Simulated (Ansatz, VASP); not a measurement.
# KCl: VASP beside Ansatz

```xyz
2
Lattice="0.0000 3.0377 3.1561 3.2745 0.0000 3.1561 3.2745 3.0377 0.0000" Properties=species:S:1:pos:R:3 pbc="T T T"
K     0.0000    0.0000    0.0000
Cl    3.2745    3.0377    3.1561
```

Change from the starting cell: strain +0.0375 x Voigt [1, -1, 0, 0, 0, 0], atoms carried along.

Alike in both runs: task single point; functional PBEsol; k mesh 6 × 6 × 6; occupations gaussian, width 0.05 eV; no spin polarisation.

|  | VASP | Ansatz |
| --- | --- | --- |
| version | VASP 6.6.1 | Ansatz 0.2.0 |
| potentials or method | VASP PAW PBE potentials, release 64 (K_sv, Cl) | scalar-relativistic, plane waves, PAW |
| plane-wave cutoff (eV) | 520 | 420 |
| valence electrons in the cell | 16 | 16 |

Ansatz gave:

| Item | Value |
| --- | --- |
| gap on the k mesh at the Fermi level (eV) | 4.96 |
| least direct gap on the mesh (eV) | 4.96 |
| pressure (GPa) | -0.3 |
| largest component of the traceless stress (GPa) | 1.30 |

Problem. Which values does VASP return?

Solution. gap on the k mesh at the Fermi level (eV): 4.96; least direct gap on the mesh (eV): 4.96; pressure (GPa): -0.3; largest component of the traceless stress (GPa): 1.33.

Caveats: the PAW data sets were made with another functional, which shifts forces and pressure a little (VASP).
